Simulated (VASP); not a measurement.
Write the native input for VASP 6.6.1 that does the following.

| Property | Result |
| --- | --- |
| Task | single point |
| Functional | PBEsol |
| Potentials or basis | VASP PAW PBE potentials, release 64 (Sn_d, Se) |
| Cutoff | 700 eV |
| k mesh | 9 × 9 × 4 |
| Occupations | gaussian, width 0.02 eV |
| Spin | no spin polarisation |
| Further INCAR settings | ALGO = Fast; EDIFF = 1e-07; NBANDS = 20 |

The structure of SnSe2 lies in POSCAR:

```
SnSe2
1.0
    3.8192700000      0.0000000000      0.0000000000
   -1.9096300000      3.3075800000      0.0000000000
    0.0000000000      0.0000000000      6.1533200000
Sn Se
1 2
Direct
    0.0000000000      0.0000000000      0.0000000000
    0.6666700000      0.3333300000      0.7418900000
    0.3333300000      0.6666700000      0.2581100000
```

The cell is a database's computed one.

These files were run (other wordings do the same):

INCAR

```
SYSTEM = SnSe2
PREC = Accurate
ENCUT = 700
EDIFF = 1E-7
ISMEAR = 0
SIGMA = 0.02
LREAL = .FALSE.
LASPH = .TRUE.
NELM = 100
ALGO = Fast
ISIF = 2
LWAVE = .FALSE.
LCHARG = .TRUE.
GGA = PS
LELF = .TRUE.
LVHAR = .TRUE.
NBANDS = 20
```

KPOINTS

```
regular mesh
0
G
  9 9 4
  0 0 0
```

Potentials or basis: VASP PAW PBE potentials, release 64 (Sn_d, Se).

Command:

```bash
$ cat potpaw_PBE.64/Sn_d/POTCAR potpaw_PBE.64/Se/POTCAR > POTCAR
$ mpirun -np 1 vasp_std > vasp.out
```

It gave:

- Pressure: 0.0 GPa
- Band gap on the k mesh: 0.60 eV, indirect (least direct gap 0.98 eV)

Caveat: the PAW data sets were made with another functional, which shifts forces and pressure a little; spin-orbit coupling is left out, which moves the levels of the heavy elements; an odd mesh through Γ misses points on the zone boundary, where band edges often lie; this functional lacks dispersion, which binds the layers, so the pressure and a relaxed spacing across them are unreliable.

Wall time 4.3 min on 1 thread of Intel(R) Xeon(R) Platinum 8488C (Sapphire Rapids), on a shared host, peak memory 0.4 GiB.
